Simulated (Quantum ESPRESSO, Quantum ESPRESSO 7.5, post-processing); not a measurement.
**GaP/Ga(1-x)In(x)P (110) interfaces, on the lattice of GaP: a series in the share x of In**

Wanted: a table for GaP/Ga(1-x)In(x)P (110) interfaces, on the lattice of GaP against the share x of In, and what can be fitted to it.

Main program and level: Quantum ESPRESSO 7.5; plane-wave DFT, LDA, GBRV ultrasoft pseudopotentials.

This is a report of a sequence of runs, with most program output left out.

### 1. Set-up

It takes space group F-43m (No. 216, cubic). Conventional cell: a = 5.411 Å, b = 5.411 Å, c = 5.411 Å, α = 90.00°, β = 90.00°, γ = 90.00°. Nearest to Ga lie 4 P at 2.34 Å. Nearest to P lie 4 Ga at 2.34 Å. Farther neighbours are not listed.

As a file:

```cif
data_structure
_symmetry_space_group_name_H-M 'F-43m'
_symmetry_Int_Tables_number 216
_cell_length_a 5.4108
_cell_length_b 5.4108
_cell_length_c 5.4108
_cell_angle_alpha 90.000
_cell_angle_beta 90.000
_cell_angle_gamma 90.000
_cell_volume 158.41
loop_
_atom_site_label
_atom_site_type_symbol
_atom_site_symmetry_multiplicity
_atom_site_Wyckoff_symbol
_atom_site_fract_x
_atom_site_fract_y
_atom_site_fract_z
_atom_site_occupancy
Ga1 Ga 4 a 0.00000 0.00000 0.00000 1
P1 P 4 c 0.25000 0.75000 0.75000 1
```

Set-up: Each bulk cell keeps the common in-plane lattice and relaxes along the normal and in its atoms; the superlattice is stacked from these relaxed cells and held, so that both halves are the crystals whose edges are computed. Edges are hung on the mean electrostatic potential over one period in the middle of each half. Fermi-Dirac smearing of 0.002 Ry; edges are taken by band count, which loses its meaning where this level closes a crystal's gap. The alloys are ordered cells with 4 sites.

### 2. Variable-cell relaxation of the reference

The bulk crystal is relaxed in cell and atoms; the members are built on its lattice constants.

Contents of ref.vc.in:

```
&control
  prefix = 'ref.vc'
  outdir = './out'
  pseudo_dir = './pseudo'
  nstep = 40
  forc_conv_thr = 0.001
  calculation = 'vc-relax'
/
&system
  ibrav = 0
  nat = 8
  ntyp = 2
  ecutwfc = 48
  ecutrho = 240
  occupations = 'smearing'
  smearing = 'fd'
  degauss = 0.002
/
&electrons
  conv_thr = 1e-09
  mixing_beta = 0.4
  electron_maxstep = 120
/
&ions
/
&cell
  press_conv_thr = 0.3
/
ATOMIC_SPECIES
  Ga  69.7230  ga_lda_v1.4.uspp.F.UPF
  P   30.9738  p_lda_v1.5.uspp.F.UPF
CELL_PARAMETERS angstrom
  5.41082000000000 0.00000000000000 0.00000000000000
  0.00000000000000 3.82602751377979 0.00000000000000
  0.00000000000000 0.00000000000000 7.65205502755959
ATOMIC_POSITIONS crystal
  Ga  0.000000000000 0.000000000000 0.000000000000
  P   0.250000000000 0.500000000000 0.000000000000
  Ga  0.500000000000 0.500000000000 0.250000000000
  P   0.750000000000 0.000000000000 0.250000000000
  Ga  0.000000000000 0.000000000000 0.500000000000
  P   0.250000000000 0.500000000000 0.500000000000
  Ga  0.500000000000 0.500000000000 0.750000000000
  P   0.750000000000 0.000000000000 0.750000000000
K_POINTS automatic
  6 8 4 0 0 0
```

Run with:

```sh
> OMP_NUM_THREADS=1 mpirun -n 4 pw.x -nk 4 -in ref.vc.in > ref.vc.out
```

Wall time 9 min (4 MPI ranks of Arm Neoverse V1, shared host); peak memory 0.89 GiB.

The steps of the relaxation:

```csv
step,energy less that of the first step (eV),largest force (eV/Å),volume (Å³)
1,0.0000,0.0001,158.41
2,-0.0049,0.0005,157.52
3,-0.0070,0.0002,156.38
4,-0.0070,0.0003,156.43
5,-0.0037,0.0002,156.43
```

```csv
cell as run,before,after,change
a (Å),5.411,5.387,-0.4 %
b (Å),3.826,3.810,-0.4 %
c (Å),7.652,7.621,-0.4 %
volume (Å³/atom),19.80,19.55,-1.3 %
```

 The last row is no step: it is a fresh SCF in the final cell with a new plane-wave basis, +3 meV from the row before.

Numbers from this step:

* free energy: -23434.2182 eV
* Fermi energy: 8.6 eV

### 3. Ground state of the reference

A bulk run at that cell gives the reference energy and levels.

Contents of ref.bulk.in:

```
&control
  prefix = 'ref.bulk'
  outdir = './out'
  pseudo_dir = './pseudo'
  calculation = 'scf'
  tprnfor = .true.
/
&system
  ibrav = 0
  nat = 8
  ntyp = 2
  ecutwfc = 40
  ecutrho = 200
  occupations = 'smearing'
  smearing = 'fd'
  degauss = 0.002
  nbnd = 52
/
&electrons
  conv_thr = 1e-09
  mixing_beta = 0.4
  electron_maxstep = 120
/
ATOMIC_SPECIES
  Ga  69.7230  ga_lda_v1.4.uspp.F.UPF
  P   30.9738  p_lda_v1.5.uspp.F.UPF
CELL_PARAMETERS angstrom
  5.38740463800000 0.00000000000000 0.00000000000000
  0.00000000000000 3.81025747400000 0.00000000000000
  0.00000000000000 0.00000000000000 7.62051438300000
ATOMIC_POSITIONS crystal
  Ga  0.000001116900 0.000000000000 0.000000000000
  P   0.250000462300 0.500000000000 0.000000000000
  Ga  0.500000039000 0.500000000000 0.250002725100
  P   0.749999968300 0.000000000000 0.249999965400
  Ga  -0.000001067400 0.000000000000 0.500000000000
  P   0.249999473600 0.500000000000 0.500000000000
  Ga  0.500000039000 0.500000000000 0.749997274900
  P   0.749999968300 0.000000000000 0.750000034600
K_POINTS automatic
  6 8 4 0 0 0
```

Run with:

```sh
> OMP_NUM_THREADS=1 mpirun -n 4 pw.x -nk 4 -in ref.bulk.in > ref.bulk.out
```

Run time: 2.5 min. Hardware: 4 MPI ranks; peak memory 0.61 GiB; 10 min of CPU time.

This step gave:

```
free energy                          : -23434.0878 eV
Fermi energy                         : 8.571 eV
valence top, on the run's zero       : 7.946 eV
conduction bottom, on the run's zero : 9.326 eV
gap by band count                    : 1.381 eV
```

### 4. Potential by pp.x of the reference

plot_num = 11 writes the bare and Hartree potential, from which vacuum levels or, in a crystal, the mean potential are read.

Contents of ref.bulk.pot.in:

```
&inputpp
  prefix = 'ref.bulk'
  outdir = './out'
  filplot = 'ref.bulk.pot.dat'
  plot_num = 11
/
```

Run with:

```sh
> OMP_NUM_THREADS=1 mpirun -n 4 pp.x -in ref.bulk.pot.in > ref.bulk.pot.out
```

Run time: 0.94 s. Hardware: 4 MPI ranks; peak memory 0.09 GiB.

Electrostatic potential energy of an electron; zero at the highest filled level of the SCF mesh. Potential energy, planar mean against z:

z (Å), potential energy, planar mean (eV) and a bar from the least value:
```
     0.00      -9.97 
     0.21      -8.76 ####
     0.53      -3.83 ###################
     0.74      -0.97 ###########################
     1.06      -0.25 #############################
     1.27      -2.19 #######################
     1.59      -7.36 ########
     1.80      -9.66 #
     2.12      -8.76 ####
     2.33      -5.64 #############
     2.54      -2.19 #######################
     2.86      -0.02 ##############################
     3.07      -0.97 ###########################
     3.39      -5.64 #############
     3.60      -8.76 ####
     3.92      -9.66 #
     4.13      -7.36 ########
     4.45      -2.19 #######################
     4.66      -0.25 #############################
     4.97      -0.97 ###########################
     5.19      -3.83 ###################
     5.40      -7.36 ########
     5.72      -9.97 
     5.93      -8.76 ####
     6.24      -3.83 ###################
     6.46      -0.97 ###########################
     6.77      -0.25 #############################
     6.99      -2.19 #######################
     7.30      -7.36 ########
     7.51      -9.66 #
```

### 5. Variable-cell relaxation, 0.25

What the set-up leaves free in this member is relaxed.

System of this step: Ga(1-x)In(x)P, x = 1/4, ordered (110) cell. It takes space group Pmm2 (No. 25, orthorhombic). The conventional cell has a = 3.810 Å, b = 7.621 Å, c = 5.387 Å, α = 90.00°, β = 90.00°, γ = 90.00°. Nearest to In lie 4 P at 2.33 Å. Nearest to P lie 2 Ga at 2.33 Å and 2 In at 2.33 Å. Nearest to Ga lie 4 P at 2.33 Å. Nearest to P lie 3 Ga at 2.33 Å and 1 In at 2.33 Å. P has 4 Ga at 2.33 Å nearest. Farther neighbours are not listed.

Contents of m0.relax.in:

```
&control
  prefix = 'm0.relax'
  outdir = './out'
  pseudo_dir = './pseudo'
  nstep = 70
  forc_conv_thr = 0.0004
  calculation = 'vc-relax'
/
&system
  ibrav = 0
  nat = 8
  ntyp = 3
  ecutwfc = 48
  ecutrho = 240
  occupations = 'smearing'
  smearing = 'fd'
  degauss = 0.002
/
&electrons
  conv_thr = 1e-09
  mixing_beta = 0.4
  electron_maxstep = 120
/
&ions
/
&cell
  cell_dofree = 'z'
  press_conv_thr = 0.4
/
ATOMIC_SPECIES
  In  114.8180  in_lda_v1.4.uspp.F.UPF
  P   30.9738  p_lda_v1.5.uspp.F.UPF
  Ga  69.7230  ga_lda_v1.4.uspp.F.UPF
CELL_PARAMETERS angstrom
  5.38740463800000 0.00000000000000 0.00000000000000
  0.00000000000000 3.81025747400000 0.00000000000000
  0.00000000000000 0.00000000000000 7.62051438300000
ATOMIC_POSITIONS crystal
  In  0.000000000000 0.000000000000 0.000000000000
  P   0.250000000000 0.500000000000 0.000000000000
  Ga  0.500000000000 0.500000000000 0.250000000000
  P   0.750000000000 0.000000000000 0.250000000000
  Ga  0.000000000000 0.000000000000 0.500000000000
  P   0.250000000000 0.500000000000 0.500000000000
  Ga  0.500000000000 0.500000000000 0.750000000000
  P   0.750000000000 0.000000000000 0.750000000000
K_POINTS automatic
  3 4 2 0 0 0
```

Run with:

```sh
> OMP_NUM_THREADS=1 mpirun -n 4 pw.x -nk 2 -in m0.relax.in > m0.relax.out
```

It took 6.5 min on 4 MPI ranks; peak memory 0.57 GiB; 26 min of CPU time.

Step by step:

```
step  energy less that of the first step (eV)  largest force (eV/Å)  volume (Å³)
   1                                   0.0000                2.3112       156.43
   2                                  -0.2861                1.6705       158.40
   3                                  -0.4414                0.9270       160.01
   4                                  -0.5154                0.3182       161.74
   5                                  -0.5231                0.2464       162.05
   6                                  -0.5294                0.1106       162.22
   7                                  -0.5314                0.0837       162.14
   8                                  -0.5321                0.0702       162.01
   9                                  -0.5324                0.0496       161.93
  10                                  -0.5328                0.0589       161.85
  11                                  -0.5330                0.0442       161.81
  12                                  -0.5332                0.0224       161.82
  13                                  -0.5332                0.0158       161.84
  14                                  -0.5333                0.0088       161.86
  15                                  -0.5461                0.0088       161.86
```

```
     cell as run  before  after  change
           a (Å)   5.387  5.387  +0.0 %
           b (Å)   3.810  3.810  +0.0 %
           c (Å)   7.621  7.885  +3.5 %
volume (Å³/atom)   19.55  20.23  +3.5 %
```

The atoms that moved most (Å, as changes of fractional coordinates times the final cell):

| atom | dx | dy | dz | length |
| --- | --- | --- | --- | --- |
| P2 | 0.192 | 0.000 | 0.000 | 0.192 |
| P8 | -0.044 | 0.000 | -0.107 | 0.115 |
| P4 | -0.044 | 0.000 | 0.107 | 0.115 |
| Ga3 | -0.015 | 0.000 | 0.064 | 0.066 |
| Ga7 | -0.015 | 0.000 | -0.064 | 0.066 |
| P6 | -0.034 | 0.000 | 0.000 | 0.034 |
| In1 | -0.022 | 0.000 | 0.000 | 0.022 |
| Ga5 | -0.019 | 0.000 | 0.000 | 0.019 |

 The last row is no step: it is a fresh SCF in the final cell with a new plane-wave basis, -13 meV from the row before.

This step gave:

- free energy: -19598.5501 eV
- Fermi energy: 8.732 eV

### 6. Ground state, 0.25

Contents of m0.bulk.in:

```
&control
  prefix = 'm0.bulk'
  outdir = './out'
  pseudo_dir = './pseudo'
  calculation = 'scf'
  tprnfor = .true.
/
&system
  ibrav = 0
  nat = 8
  ntyp = 3
  ecutwfc = 40
  ecutrho = 200
  occupations = 'smearing'
  smearing = 'fd'
  degauss = 0.002
  nbnd = 49
/
&electrons
  conv_thr = 1e-09
  mixing_beta = 0.4
  electron_maxstep = 120
/
ATOMIC_SPECIES
  In  114.8180  in_lda_v1.4.uspp.F.UPF
  P   30.9738  p_lda_v1.5.uspp.F.UPF
  Ga  69.7230  ga_lda_v1.4.uspp.F.UPF
CELL_PARAMETERS angstrom
  5.38740463800000 0.00000000000000 0.00000000000000
  0.00000000000000 3.81025747400000 0.00000000000000
  0.00000000000000 0.00000000000000 7.88498961100000
ATOMIC_POSITIONS crystal
  In  -0.004155629200 0.000000000000 0.000000000000
  P   0.285571180200 0.500000000000 0.000000000000
  Ga  0.497295856900 0.500000000000 0.258142933700
  P   0.741829103200 0.000000000000 0.263512575200
  Ga  -0.003439565900 0.000000000000 0.500000000000
  P   0.243774094700 0.500000000000 0.500000000000
  Ga  0.497295856900 0.500000000000 0.741857066300
  P   0.741829103200 0.000000000000 0.736487424800
K_POINTS automatic
  6 8 4 0 0 0
```

Run with:

```sh
> OMP_NUM_THREADS=1 mpirun -n 4 pw.x -nk 4 -in m0.bulk.in > m0.bulk.out
```

Elapsed: 2.5 min, on 4 MPI ranks; peak memory 0.61 GiB.

This step gave:

* free energy: -19598.5895 eV
* Fermi energy: 8.720 eV
* valence top, on the run's zero: 8.240 eV
* conduction bottom, on the run's zero: 9.205 eV
* gap by band count: 0.9653 eV

### 7. Potential by pp.x, 0.25

Contents of m0.bulk.pot.in:

```
&inputpp
  prefix = 'm0.bulk'
  outdir = './out'
  filplot = 'm0.bulk.pot.dat'
  plot_num = 11
/
```

Run with:

```sh
> OMP_NUM_THREADS=1 mpirun -n 4 pp.x -in m0.bulk.pot.in > m0.bulk.pot.out
```

It took 1.1 s on 4 MPI ranks; peak memory 0.1 GiB.

Electrostatic potential energy of an electron; zero at the highest filled level of the SCF mesh. Table of potential energy, planar mean by z:

```
z (Å)  potential energy, planar mean (eV)
 0.00                               -12.5
 0.22                               -11.1
 0.44                               -7.46
 0.66                               -3.47
 0.88                              -0.745
 1.10                               0.155
 1.31                               -1.00
 1.42                               -2.33
 1.64                               -5.93
 1.86                               -9.08
 2.08                               -10.2
 2.30                               -8.67
 2.52                               -5.25
 2.74                               -1.87
 2.96                              -0.406
 3.18                               -1.04
 3.39                               -3.77
 3.61                               -7.42
 3.83                               -9.85
 3.94                               -10.2
 4.16                               -8.90
 4.38                               -5.62
 4.60                               -2.17
 4.82                              -0.463
 5.04                              -0.859
 5.26                               -3.41
 5.48                               -7.10
 5.69                               -9.73
 5.91                               -9.95
 6.13                               -7.69
 6.35                               -4.05
 6.46                               -2.33
 6.68                              -0.162
 6.90                             -0.0494
 7.12                               -1.90
 7.34                               -5.39
 7.56                               -9.45
 7.78                               -12.2
```

### 8. Self-consistent run, 0.25

The self-consistent run of this member.

System of this step: GaP/Ga(1-x)In(x)P (110) superlattice, x = 1/4. The cell holds 32 atoms: 14 Ga, 16 P and 2 In. Its edges and angles: a = 5.387 Å, b = 3.810 Å, c = 31.011 Å, α = 90.0°, β = 90.0°, γ = 90.0°. The structure's axis is c.

Contents of m0.scf.in:

```
&control
  prefix = 'm0.scf'
  outdir = './out'
  pseudo_dir = './pseudo'
  calculation = 'scf'
  tprnfor = .true.
/
&system
  ibrav = 0
  nat = 32
  ntyp = 3
  ecutwfc = 40
  ecutrho = 200
  occupations = 'smearing'
  smearing = 'fd'
  degauss = 0.002
/
&electrons
  conv_thr = 1e-08
  mixing_beta = 0.4
  electron_maxstep = 160
  mixing_mode = 'TF'
  mixing_ndim = 12
/
ATOMIC_SPECIES
  Ga  69.7230  ga_lda_v1.4.uspp.F.UPF
  P   30.9738  p_lda_v1.5.uspp.F.UPF
  In  114.8180  in_lda_v1.4.uspp.F.UPF
CELL_PARAMETERS angstrom
  5.38740463800000 0.00000000000000 0.00000000000000
  0.00000000000000 3.81025747400000 0.00000000000000
  0.00000000000000 0.00000000000000 31.01100798800000
ATOMIC_POSITIONS crystal
  Ga  0.000001116900 0.000000000000 0.000000000000
  P   0.250000462300 0.500000000000 0.000000000000
  Ga  0.500000039000 0.500000000000 0.061434615835
  P   0.749999968300 0.000000000000 0.061433937678
  Ga  -0.000001067400 0.000000000000 0.122867892362
  P   0.249999473600 0.500000000000 0.122867892362
  Ga  0.500000039000 0.500000000000 0.184301168888
  P   0.749999968300 0.000000000000 0.184301847045
[... 20 atom lines left out ...]
  Ga  -0.003439565900 0.000000000000 0.872867892362
  P   0.243774094700 0.500000000000 0.872867892362
  Ga  0.497295856900 0.500000000000 0.934363489534
  P   0.741829103200 0.000000000000 0.932998181851
K_POINTS automatic
  4 6 1 0 0 0
```

Run with:

```sh
> OMP_NUM_THREADS=1 mpirun -n 4 pw.x -nk 2 -in m0.scf.in > m0.scf.out
```

It took 31 min on 4 MPI ranks; peak memory 2.4 GiB.

Numbers from this step:

```
free energy  : -86064.9843 eV
Fermi energy : 8.765 eV
```

### 9. Electrostatic potential, 0.25

Contents of m0.pot.in:

```
&inputpp
  prefix = 'm0.scf'
  outdir = './out'
  filplot = 'm0.pot.dat'
  plot_num = 11
/
```

Run with:

```sh
> OMP_NUM_THREADS=1 mpirun -n 4 pp.x -in m0.pot.in > m0.pot.out
```

It took 1.8 s on 4 MPI ranks; peak memory 0.21 GiB; 6.8 s of CPU time.

The potential energy, planar mean oscillates, so the rows of the table below give means over windows of 1.95 Å about each position, cut where the curve ends. Its first 14 maxima inside the range that stand out by 2 % of the span (Å: eV): 0.9: -0.846, 2.9: -0.850, 4.7: -0.909, 6.7: -0.853, 8.6: -0.883, 10.5: -0.861, 12.4: -0.831, 14.2: -1.54, 16.3: -0.401, 18.3: -0.903, 20.1: -0.904, 22.1: -0.360, 24.2: -0.370, 26.1: -0.941. Its first 14 minima: 2.0: -10.7, 3.8: -10.8, 5.7: -10.8, 7.6: -10.8, 9.5: -10.8, 11.5: -10.7, 13.3: -10.8, 15.3: -13.1, 17.3: -10.7, 19.2: -10.7, 21.0: -10.6, 23.1: -13.0, 25.2: -10.7, 27.1: -10.7.

Electrostatic potential energy of an electron; zero at the Fermi level. Table of potential energy, planar mean by z; means over each step:

| z (Å) | potential energy, planar mean (eV) |
| --- | --- |
| 0.97 | -5.76 |
| 2.92 | -5.79 |
| 4.87 | -5.79 |
| 6.82 | -5.78 |
| 8.77 | -5.77 |
| 10.72 | -5.75 |
| 12.67 | -5.74 |
| 14.62 | -7.13 |
| 16.57 | -5.39 |
| 18.52 | -5.78 |
| 20.47 | -5.73 |
| 22.42 | -6.10 |
| 24.38 | -5.38 |
| 26.32 | -5.80 |
| 28.27 | -5.77 |
| 30.22 | -3.67 |

### 10. The line-up

Bulk edges are hung on the mean potential of each side.

This step gave:

```
mean potential in the stack, first crystal                       : 3.086 eV
valence top over the bulk's mean potential, first crystal        : 4.850 eV
conduction bottom over the bulk's mean potential, first crystal  : 6.231 eV
slope of the running mean in the stack, first crystal            : -1.38e-4 eV/Å
period along the stack, first crystal                            : 7.621 Å
mean potential in the stack, second crystal                      : 2.977 eV
valence top over the bulk's mean potential, second crystal       : 5.272 eV
conduction bottom over the bulk's mean potential, second crystal : 6.237 eV
slope of the running mean in the stack, second crystal           : 0.001382 eV/Å
period along the stack, second crystal                           : 7.885 Å
```

(Part 1 of 3 ends here.)

[Logs are printed without paths, hosts, clocks, repeated set-up lines and the standing remarks that a program may print on its own settings, such as how far it seeks lower states.]

[Hosts, paths, dates, database ids (printed as entryN), source tags and the programs' standing remarks are cut or masked in the printed files.]

[Maps of the electrostatic potential energy from Ansatz leave out the sawtooth potential of an applied field or a dipole correction, so their vacuum need not be flat; planar profiles and work functions include it.]
